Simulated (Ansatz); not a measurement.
**Response of O to small distortions**

```
O
1.0
     1.42335    0.82177    3.40830
    -1.42335    0.82177    3.40830
     0.00000   -1.64354    3.40830
O
2
Direct
  0.05770 0.05770 0.05770
  0.94230 0.94230 0.94230
```

Atoms are numbered in the order listed.

The cell comes from COD entry 2106431, which wasn't checked; take it as a given geometry.

Solid oxygen carries moments on its molecules; these runs leave spin out.

These are results of DFT, PBE, all-electron LAPW, scalar-relativistic (Ansatz 0.2.0), not measurements.

The runs use a Γ-centred 10×10×10 k mesh, Fermi–Dirac smearing of 0.02 eV, basis error target 0.5 meV/atom, no spin polarisation.

The unchanged cell is at 5.36 GPa.

In a metal, stresses and small energies carry noise from the k mesh.

x, y and z are the Cartesian axes of the cell as listed; fractional coordinates follow a strain, and an engineering shear is twice the off-diagonal strain component.

**Question.** With this change (z strained by +3 % at fixed volume), what becomes of the energy and stress and forces?

**Answer.** Energy change -48 meV/atom; stress change (xx, yy, zz, yz, xz, xy) -0.03, -0.03, -23.14, 0.00, 0.00, 0.00 GPa, compression positive; change of the force on O1 (0.000, 0.000, -2.810) eV/Å.
